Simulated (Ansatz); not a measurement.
A plane-wave DFT run in Ansatz 0.2.0 (scalar-relativistic PAW potentials unless the input names others): input and command.

```yaml
crystal:
  lattice:
    - [-1.5728881103, -2.7243221217, 16.9534210371]
    - [1.5728881103, -2.7243221217, 0.0]
    - [10.7199124055, 6.1891443129, 0.2379886297]
  atoms:
    - { symbol: W, position: [-0.0119491356, 0.5059745678, 0.8512117875], spin: 0.2 }
    - { symbol: W, position: [-0.0027090019, 0.0013545009, 0.1929791747], spin: 0.2 }
    - { symbol: W, position: [-0.0057890464, 0.5028945232, 0.4123900456], spin: 0.2 }
    - { symbol: W, position: [-0.008869091, 0.0044345455, 0.6318009165], spin: 0.2 }
    - { symbol: S, position: [0.9041251348, 0.5479374326, 0.2458373339], spin: 0.2 }
    - { symbol: S, position: [0.9010450902, 0.0494774549, 0.4652482049], spin: 0.2 }
    - { symbol: S, position: [0.8979650456, 0.5510174772, 0.6846590758], spin: 0.2 }
    - { symbol: S, position: [0.9072051794, 0.0463974103, 0.026426463], spin: 0.2 }
    - { symbol: S, position: [0.091483543, 0.9542582285, 0.0669840584], spin: 0.2 }
    - { symbol: S, position: [0.0884034984, 0.4557982508, 0.2863949294], spin: 0.2 }
    - { symbol: S, position: [0.0853234538, 0.9573382731, 0.5058058003], spin: 0.2 }
    - { symbol: S, position: [0.0822434093, 0.4588782954, 0.7252166713], spin: 0.2 }
basis:
  ecutwfc: 420
kpoints:
  mp_grid: { grid: [2, 9, 3] }
hamiltonian:
  xc: pbesol
scf:
  occupations: { method: gaussian, width: 0.05 }
output:
  forces: true
  eigenvalues: true
  stress: true
magnetization:
  spin_polarized: true
```

```bash
ansatz run input.yaml --threads 2 --pin off --max-ram 5120MiB --backend cpu --events-out ev --progress --plain --runs-dir out
```

Abridged log:
```
Warning: crystal.symmetry: narrowed to the stabiliser of the k-point mesh — unitary ops 2 → 1; excluded 1 operation that carries a point of the 2×9×3 mesh (shift [0, 0, 0]) off the mesh (the run samples exactly the mesh kpoints.mp_grid names, as under crystal.symmetry.detect: false, and its converged state has the mesh's symmetry, not the crystal's; ε∞, the Born charges and the force constants of a linear response (`dielectric:` by the response, `phonons.method: dfpt`) are averaged over those of the crystal's operations that the state keeps within a tolerance, where `mesh_tensors`, `unaveraged ...
Pseudopotentials: kind: paw
Pseudopotential: W, paw, valence charge 14, recommended cutoff 420 eV (normal)
Pseudopotential: S, paw, valence charge 6, recommended cutoff 420 eV (normal)
Functional definition: PBEsol
Crystal: 12 atoms, lattice volume = 662.194 Å³
Basis set: ecut = 420 eV, 12979 PW (Γ), exchange–correlation on 240×48×180 points (8 copies of the dense FFT grid, shifted against one another)
Bands: 66, of which v1, the nominal top of the filled ones, is band 52 counted from 1 (51 counted from 0)
Symmetry: 1 space group operations
k-points: 28 of 54 (time reversal used)
Initial density: superposition of atomic densities (neutral atoms: chi_scale 0, normalization atom)
Starting moments: Σ|m| = 2.4 μB on 12 of 12 sites
Initial wavefunctions: pseudopotential atomic-orbital guess
Functional: x = pbesol(κ = 0.804, μ = 0.12345679), c = pbesol(β = 0.046)
SCF iter   1: F=—  HF=-48107.052026 eV  |F-HF|=—  |Δ(HF+E_count)|=         —  Δρ=1.27e-2 (↑1.24e-2 ↓1.27e-2) dr2=6.15e0  dr2_m=7.44e-2  M=0.388 μB ∫|m|=0.405 μB  β_m=0.30  ethr=3.10e-3  ⟨swp⟩=10.7  Hψ=17896  notcnv=0
Mixer restart at iter 1: flushing history
spin=Collinear: LDOS preconditioning applied to the charge; magnetization (m = ρ↑ − ρ↓) channel mixes plain (no charge-response kernel on spin).
SCF iter   2: F=—  HF=-48107.804710 eV  |F-HF|=—  |Δ(HF+E_count)|=   7.53e-1  Δρ=8.08e-3 (↑7.94e-3 ↓8.08e-3) dr2=1.74e0  dr2_m=3.66e-2  M=0.433 μB ∫|m|=0.444 μB  β_m=0.45  ethr=3.10e-3  ⟨swp⟩=2.1  Hψ=6198  notcnv=0  defer=336
SCF iter   3: F=—  HF=-48109.245391 eV  |F-HF|=—  |Δ(HF+E_count)|=    1.44e0  Δρ=2.95e-3 (↑2.95e-3 ↓2.92e-3) dr2=1.83e-1  dr2_m=6.27e-3  M=0.436 μB ∫|m|=0.450 μB  β_m=0.59  ethr=1.67e-3  ⟨swp⟩=2.9  Hψ=5784  notcnv=0  defer=336
SCF iter   4: F=—  HF=-48109.436954 eV  |F-HF|=—  |Δ(HF+E_count)|=   1.92e-1  Δρ=7.64e-4 (↑7.64e-4 ↓7.31e-4) dr2=1.95e-2  dr2_m=4.76e-4  M=0.416 μB ∫|m|=0.440 μB  β_m=0.64  ethr=1.76e-4  ⟨swp⟩=3.9  Hψ=7464  notcnv=0  defer=412
SCF iter   5: F=—  HF=-48109.444072 eV  |F-HF|=—  |Δ(HF+E_count)|=   7.12e-3  Δρ=2.98e-4 (↑2.98e-4 ↓2.49e-4) dr2=2.31e-3  dr2_m=1.30e-4  M=0.400 μB ∫|m|=0.432 μB  β_m=0.67  ethr=1.87e-5  ⟨swp⟩=2.0  Hψ=5284  notcnv=0  defer=412
SCF iter   6: F=—  HF=-48109.445636 eV  |F-HF|=—  |Δ(HF+E_count)|=   1.56e-3  Δρ=1.27e-4 (↑1.27e-4 ↓1.24e-4) dr2=3.19e-4  dr2_m=6.15e-5  M=0.380 μB ∫|m|=0.419 μB  β_m=0.67  ethr=2.22e-6  ⟨swp⟩=2.1  Hψ=5971  notcnv=0  defer=412
SCF iter   7: F=—  HF=-48109.445815 eV  |F-HF|=—  |Δ(HF+E_count)|=   1.79e-4  Δρ=8.73e-5 (↑8.58e-5 ↓8.73e-5) dr2=5.79e-5  dr2_m=3.95e-5  M=0.369 μB ∫|m|=0.414 μB  β_m=0.73  ethr=3.06e-7  ⟨swp⟩=2.8  Hψ=7526  notcnv=0  defer=412
SCF iter   8: F=—  HF=-48109.445873 eV  |F-HF|=—  |Δ(HF+E_count)|=   5.81e-5  Δρ=6.36e-5 (↑6.00e-5 ↓6.36e-5) dr2=6.61e-6  dr2_m=2.24e-5  M=0.355 μB ∫|m|=0.412 μB  β_m=0.87  ethr=5.56e-8  ⟨swp⟩=2.1  Hψ=6553  notcnv=0  defer=412
SCF iter   9: F=—  HF=-48109.445904 eV  |F-HF|=—  |Δ(HF+E_count)|=   3.14e-5  Δρ=4.47e-5 (↑4.05e-5 ↓4.47e-5) dr2=1.02e-5  dr2_m=1.01e-5  M=0.339 μB ∫|m|=0.412 μB  β_m=0.93  ethr=6.36e-9  ⟨swp⟩=3.2  Hψ=8161  notcnv=0  defer=412
SCF iter  10: F=—  HF=-48109.445919 eV  |F-HF|=—  |Δ(HF+E_count)|=   1.51e-5  Δρ=2.55e-5 (↑2.36e-5 ↓2.55e-5) dr2=9.31e-6  dr2_m=2.87e-6  M=0.323 μB ∫|m|=0.416 μB  β_m=0.89  ethr=6.36e-9  ⟨swp⟩=3.2  Hψ=8086  notcnv=0  defer=412
SCF iter  11: F=—  HF=-48109.445924 eV  |F-HF|=—  |Δ(HF+E_count)|=   5.08e-6  Δρ=1.20e-5 (↑1.20e-5 ↓1.06e-5) dr2=3.60e-6  dr2_m=5.33e-7  M=0.310 μB ∫|m|=0.421 μB  β_m=0.82  ethr=6.36e-9  ⟨swp⟩=2.5  Hψ=7023  notcnv=0  defer=412
SCF iter  12: F=—  HF=-48109.445925 eV  |F-HF|=—  |Δ(HF+E_count)|=   6.79e-7  Δρ=5.85e-6 (↑5.60e-6 ↓5.85e-6) dr2=2.71e-7  dr2_m=1.66e-7  M=0.306 μB ∫|m|=0.422 μB  β_m=0.91  ethr=3.47e-9  ⟨swp⟩=2.0  Hψ=5856  notcnv=0  defer=412
SCF iter  13: F=—  HF=-48109.445925 eV  |F-HF|=—  |Δ(HF+E_count)|=   2.57e-7  Δρ=2.00e-6 (↑1.81e-6 ↓2.00e-6) dr2=5.84e-8  dr2_m=1.40e-8  M=0.304 μB ∫|m|=0.423 μB  β_m=0.89  ethr=2.60e-10  ⟨swp⟩=3.2  Hψ=7936  notcnv=0  defer=412
SCF iter  14: F=—  HF=-48109.445925 eV  |F-HF|=—  |Δ(HF+E_count)|=   3.91e-8  Δρ=8.72e-7 (↑8.64e-7 ↓8.72e-7) dr2=9.17e-9  dr2_m=3.62e-9  M=0.304 μB ∫|m|=0.423 μB  β_m=0.93  ethr=5.62e-11  ⟨swp⟩=2.0  Hψ=6104  notcnv=0  defer=412
SCF iter  15: F=—  HF=-48109.445925 eV  |F-HF|=—  |Δ(HF+E_count)|=   2.07e-8  Δρ=4.21e-7 (↑4.21e-7 ↓4.18e-7) dr2=5.17e-9  dr2_m=5.86e-10  M=0.304 μB ∫|m|=0.423 μB  β_m=0.80  ethr=8.81e-12  ⟨swp⟩=2.8  Hψ=7562  notcnv=0  defer=412
SCF iter  16: F=-48109.445925 eV  HF=-48109.445925 eV  |F-HF|=1.96e-9  |Δ(HF+E_count)|=   1.11e-9  Δρ=2.05e-7 (↑1.85e-7 ↓2.05e-7) dr2=2.56e-9  dr2_m=7.51e-11  M=0.304 μB ∫|m|=0.423 μB  ethr=4.97e-12  ⟨swp⟩=11.6  Hψ=15906  notcnv=0
SCF 1 converged in 16 iterations: F = -48109.445925 eV  dr2 = 2.56e-9
SCF converged after 16 iterations
Magnetization: 0.3043 μB (52.1521 up, 51.8479 down)
Absolute magnetization: 0.4231 μB (∫|ρ↑−ρ↓|, with the PAW one-centre terms)
Spin contamination: 0.0424 ħ² per cell (⟨S²⟩ above its minimum at these occupations)
Per-site moments (μB) at R_I (Å): [(0.07169378, 0.98946816), (-0.02260646, 0.98946816), (0.00079553, 0.98946816), (-0.00188344, 0.98946816), (0.00052998, 0.98946816), (-0.00049330, 0.98946816), (-0.00036134, 0.98946816), (0.05407029, 0.98946816), (0.10251504, 0.98946816), (0.00287830, 0.98946816), (0.00039849, 0.98946816), (0.00028131, 0.98946816)]
Free energy (F): -48109.445925 eV
Harris-Foulkes:  -48109.445925 eV  (|F-HF|=1.96e-9)
Internal energy: -48109.436855 eV  (E = F + TS)
E sigma→0 (E₀):  -48109.441390 eV
Entropy (-TS):   -0.009071 eV (-0.756 meV/atom)
Fermi energy:    0.116376 eV
--- Forces (eV/Å), atoms counted from 1 ---
  atom   1  W     -0.34368246    -0.19842502    -0.26505647
  atom   2  W      0.09880547     0.05704478     0.28586548
  atom   3  W      0.00254399     0.00146886    -0.01557347
  atom   4  W      0.31742515     0.18326565     0.09404344
  atom   5  S     -0.25296667    -0.14605023    -0.19774906
  atom   6  S      0.01786905     0.01031681    -0.05211454
  atom   7  S      1.36629417     0.78883034     0.08899847
  atom   8  S     -1.49982251    -0.86592241     1.03795347
  atom   9  S     -0.77170659    -0.44554555    -1.09883153
  atom  10  S     -0.22444904    -0.12958591     0.15458304
  atom  11  S      0.01282856     0.00740644     0.04635988
  atom  12  S      1.27686389     0.73719805    -0.07848110
--- Stress (GPa, compression-positive) ---
       -3.356969      -0.674985       0.097683
       -0.674985      -2.577564       0.056404
        0.097683       0.056404      -0.693101
  P = ⅓ Tr σ = -2.2092 GPa (-22.092 kbar)
```

Apart from outputs and empty bands, the input differs from a reference run on usual settings in magnetization: not typed → {"spin_polarized": true} (small starting moments). The reference, at the same geometry (not necessarily relaxed), gave pressure -2.22 GPa, largest force 2.094 eV/Å, no gap on the mesh. This run converged in 16 SCF iterations (reference: 14) with an energy at zero smearing 0.42 meV/atom below the reference's, pressure -2.21 GPa, largest force 2.019 eV/Å, no gap on the mesh.

Time: 110 s on 2 threads of Intel(R) Xeon(R) 6975P-C (Granite Rapids), with other jobs on the host, peak memory 2 GiB.